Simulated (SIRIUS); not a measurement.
**InP under changes of volume**

One of the cells (25.167 Å³/atom); the others are scaled copies at fixed shape and fractional positions:

```
In P
1.0
     0.00000    2.93050    2.93050
     2.93050    0.00000    2.93050
     2.93050    2.93050    0.00000
In P
1 1
Direct
  0.00000 0.00000 0.00000
  0.75000 0.75000 0.75000
```

| Property | Result |
| --- | --- |
| Program | SIRIUS 7.12.0 |
| Functional | RPBE |
| Potentials or basis | all-electron FP-LAPW |
| Cutoff | 172 eV |
| Basis | apw+lo standard |
| k mesh | 8 × 8 × 8 |
| Occupations | fermi-dirac, width 0.05 eV |
| Spin | no spin polarisation |

| volume (Å³/atom) | energy over the lowest point (meV/atom) | gap on the mesh (eV) |
| --- | --- | --- |
| 23.657 | 101.49 | 1.18 |
| 24.160 | 71.41 | 1.06 |
| 24.663 | 47.18 | 0.95 |
| 25.167 | 28.40 | 0.84 |
| 25.670 | 14.90 | 0.73 |
| 26.173 | ? | ? |
| 26.677 | 0.00 | 0.52 |

Task: What does the run at 26.173 Å³/atom give?

Result: Energy over the lowest point 5.48 meV/atom; gap on the mesh 0.63 eV.

Worked out: A Birch-Murnaghan fit of order 3 (a polynomial in V^(-2/3)) to the other rows has its minimum at 27.22 Å³/atom, just outside them, with B0 = V·E''(V) = 54 GPa and B' = 4.8. It gives 5.44 meV/atom at 26.173 Å³/atom, against the run's 5.48. A straight line through the other rows of the gap, of slope -5.48 eV per unit of ln V (its deformation potential), gives 0.62 eV, against the run's 0.63.

Energies are extrapolated to zero smearing.

Caveats: spin-orbit coupling is left out, which moves the levels of the heavy elements.
